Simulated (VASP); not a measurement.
**Eu: single point with PBE**

Crystal: Eu.

```
CELL_PARAMETERS angstrom
-2.30300 2.30300 2.30300
2.30300 -2.30300 2.30300
2.30300 2.30300 -2.30300
ATOMIC_POSITIONS crystal
Eu 0.00000 0.00000 0.00000
```

* Program: VASP 6.6.1
* Task: single point
* Functional: PBE
* Potentials or basis: VASP PAW PBE potentials, release 64 (Eu)
* Cutoff: 520 eV
* k mesh: 8 × 8 × 8
* Occupations: gaussian, width 0.05 eV
* Spin: collinear spin, ferromagnetic start
* Starting moments: [7.0] μB

* Pressure: -1.8 GPa
* Band gap on the k mesh: none (metal or under the smearing width)
* Net moment: 7.37 μB per cell
* Site moments: Eu +6.71 μB
* Valence electrons inside the program's atomic spheres: Eu 14.72

Levels at points of the mesh, in eV from the Fermi level:
Spin up:
```
           k point  band 10  band 11  band 12  band 13  band 14  band 15
(0.00, 0.00, 0.00)    -0.44    -0.44    -0.40     1.65     1.65     1.65
(0.50, 0.00, 0.00)    -0.44    -0.44    -0.43     0.40     0.45     2.97
(0.50, 0.50, 0.50)    -0.53    -0.40    -0.40    -0.40     4.17     4.17
```
Spin down:
| k point | band 3 | band 4 | band 5 | band 6 | band 7 | band 8 |
| --- | --- | --- | --- | --- | --- | --- |
| (0.00, 0.00, 0.00) | -18.13 | -18.13 | -3.48 | 2.59 | 2.59 | 2.59 |
| (0.50, 0.00, 0.00) | -18.24 | -18.13 | -0.86 | 1.13 | 1.30 | 3.91 |
| (0.50, 0.50, 0.50) | -18.38 | -18.38 | -0.09 | -0.09 | 3.79 | 3.79 |

Wall time 40 s on 1 thread of Intel(R) Xeon(R) 6975P-C (Granite Rapids) (shared host), peak memory 0.21 GiB.

Caveat: spin-orbit coupling is left out, which moves the levels of the heavy elements. The state reached can hang on the start; a lower one may exist.
